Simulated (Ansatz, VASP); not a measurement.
One calculation of SrCl2, two programs

```
Sr Cl
1.0
     0.00000    3.48550    3.41579
     3.48550    0.00000    3.41579
     3.48550    3.48550    0.00000
Sr Cl
1 2
Cartesian
  0.0000 0.0000 0.0000
  1.7428 1.7428 1.7079
  5.2283 5.2283 5.1237
```

Change from the starting cell: zz strain of -2 %.

Alike in both runs: task single point; functional LDA; k mesh 8 × 8 × 8; occupations fermi-dirac, width 0.01 eV; no spin polarisation.

```csv
,VASP,Ansatz
version,VASP 6.6.1,Ansatz 0.2.0
potentials or method,"VASP PAW LDA potentials, release 64 (Sr_sv, Cl), cutoff 520 eV","all-electron LAPW, scalar-relativistic"
```

Ansatz gave:

* gap on the k mesh at the Fermi level (eV): 4.87
* pressure (GPa): -2.1
* largest component of the traceless stress (GPa): 0.70

Estimate VASP's values.

gap on the k mesh at the Fermi level (eV): 4.87; pressure (GPa): -2.0; largest component of the traceless stress (GPa): 0.70.

Ansatz ran all-electron here, so the differences hold the error of VASP's frozen core and of both bases.

A k mesh can miss the band edges.
